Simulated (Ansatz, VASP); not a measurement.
# As: VASP beside Ansatz

The input POSCAR:

```
As
1.0
    2.7392605843      0.0000000000      0.0000000000
    0.0000000000      2.7392605843      0.0000000000
    0.0000000000      0.0000000000      2.7392605843
As
1
Direct
    0.5000000000      0.5000000000      0.5000000000
```

File INCAR.step1:

```
SYSTEM = As
ALGO = Normal ; EDIFF = 1E-5
ENCUT = 520 ; GGA = PE
ISIF = 2 ; ISMEAR = -1
LASPH = .TRUE. ; LCHARG = .FALSE.
LREAL = .FALSE. ; LWAVE = .TRUE.
NBANDS = 8 ; NELM = 60
PREC = Accurate ; SIGMA = 0.05
```

The input INCAR.step2:

```
SYSTEM = As
AEXX = 0.25 ; ALGO = Normal
EDIFF = 1E-7 ; ENCUT = 520
GGA = PE ; ISIF = 2
ISMEAR = -1 ; ISTART = 1
LASPH = .TRUE. ; LCHARG = .FALSE.
LHFCALC = .TRUE. ; LREAL = .FALSE.
LWAVE = .FALSE. ; NBANDS = 8
NELM = 60 ; PREC = Accurate
PRECFOCK = Normal ; SIGMA = 0.05
```

Contents of KPOINTS:

```
k-points
0
G
  6 6 6
  0 0 0
```

Contents of input.yaml:

```yaml
crystal:
  lattice:
    - [2.7392605843, 0.0, 0.0]
    - [0.0, 2.7392605843, 0.0]
    - [0.0, 0.0, 2.7392605843]
  atoms:
    - { symbol: As, position: [0.5, 0.5, 0.5] }
hamiltonian:
  xc: pbe0
  pseudopotentials: { kind: paw }
kpoints:
  mp_grid: { grid: [6, 6, 6] }
scf:
  occupations: { method: fermi_dirac, width: 0.05 }
output:
  forces: true
  stress: true
  eigenvalues: true
  write_density: true
  write_potential: true
  elf: true
  volumetric_format: npy
```

This isn't the form of As at room conditions, which is rhombohedral.

Alike in both runs: task single point; functional PBE0; k mesh 6 × 6 × 6; occupations fermi-dirac, width 0.05 eV; no spin polarisation.

```csv
,VASP,Ansatz
version,VASP 6.6.1,Ansatz 0.2.0
potentials or method,"VASP PAW PBE potentials, release 64 (As)",Ansatz PAW
plane-wave cutoff (eV),520,420
valence electrons in the cell,5,15
```

Ansatz gave:

- gap on the k mesh at the Fermi level (eV): none
- pressure (GPa): -0.9

**Question.** Which values does VASP return?

**Answer.** gap on the k mesh at the Fermi level (eV): none; pressure (GPa): -1.4.

A gap of «none» marks a metal or a gap that the smearing closes. The functional is the same, so the differences come from potentials, cutoffs and numerics. The two sets of potentials don't hold the same shells in valence.

Caveats: the k mesh is coarse (spacing up to 0.38 Å⁻¹), so the values aren't converged, least of all with exact exchange; the PAW data sets were made with another functional, which shifts forces and pressure a little (VASP); the PAW data sets come from PBE, with cores solved anew for the run's functional, which leaves a small shift of forces and pressure (Ansatz); the thresholds are loose for stress (Ansatz).
